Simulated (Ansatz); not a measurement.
A run of Ansatz 0.2.0 is set up as follows.

input.yaml

```yaml
crystal:
  lattice:
    - [3.72889799, -0.42192545, 0.02236748]
    - [-0.28447333, 3.27547427, 3.11008119]
    - [0.31642704, -2.75370717, 2.58991837]
  atoms:
    - { symbol: Ba, position: [0.00363726, 0.99726942, 0.99850154] }
    - { symbol: Ti, position: [0.50024523, 0.51160785, 0.51018213] }
    - { symbol: O, position: [0.99835421, 0.49281682, 0.49503598] }
    - { symbol: O, position: [0.4999067, 0.50153978, 0.99453815] }
    - { symbol: O, position: [0.4978566, 0.99298613, 0.49796219] }
hamiltonian:
  xc: pbe
  pseudopotentials: { kind: paw }
kpoints:
  mp_grid: { grid: [7, 6, 7] }
scf:
  occupations: { method: fermi_dirac, width: 0.05 }
output:
  forces: true
  stress: true
  eigenvalues: true
relax:
  f_tol: 0.01
  max_steps: 40
  cell: { stress_tol: 0.05, p_target: 20.0 }
```

Potentials or basis: Ansatz PAW.

Run with:

```bash
$ ansatz run input.yaml --threads 2 --pin off --max-ram 5632MiB --backend cpu --events-out ev --progress --plain --runs-dir out
```

Predict the space group after relaxing (to 0.05 Å).

Pm-3m (No. 221).

What does it give for the relaxed volume?

11.77 Å³/atom.

Estimate the band gap on the k mesh.

1.99 eV, direct.

Predict the relaxed cell.

a = 3.890 Å, b = 3.890 Å, c = 3.890 Å, α = 90.00°, β = 90.00°, γ = 90.00°.

Step by step:
| step | energy change (eV) | largest force (eV/Å) | volume (Å³) |
| --- | --- | --- | --- |
| 1 | 0.0000 | 0.7229 | 62.84 |
| 2 | -0.9364 | 0.6994 | 61.86 |
| 3 | -1.3312 | 0.5976 | 59.81 |
| 4 | -1.6258 | 0.4528 | 59.06 |
| 5 | -1.6456 | 0.0040 | 58.73 |
| 6 | -1.6315 | 0.0017 | 58.61 |
| 7 | -1.6301 | 0.0005 | 58.60 |
| 8 | -1.6838 | 0.0005 | 58.60 |
| 9 | -1.7153 | 0.0020 | 58.81 |
| 10 | -1.7183 | 0.0005 | 58.84 |
| 11 | -1.7193 | 0.0005 | 58.84 |
| 12 | -1.7202 | 0.0001 | 58.84 |
| 13 | -1.7203 | 0.0001 | 58.84 |

Caveat: odd divisions of the mesh miss points on the zone boundary, where band edges often lie, so the gap on the mesh can be too wide; the plane-wave basis is chosen anew once the cell has moved, so the energies of steps on either side of that aren't comparable; the pressure holds a Pulay correction of +0.6 GPa for the finite cutoff; spin-orbit coupling is left out, which moves the levels of the heavy elements. A k mesh can miss the band edges.
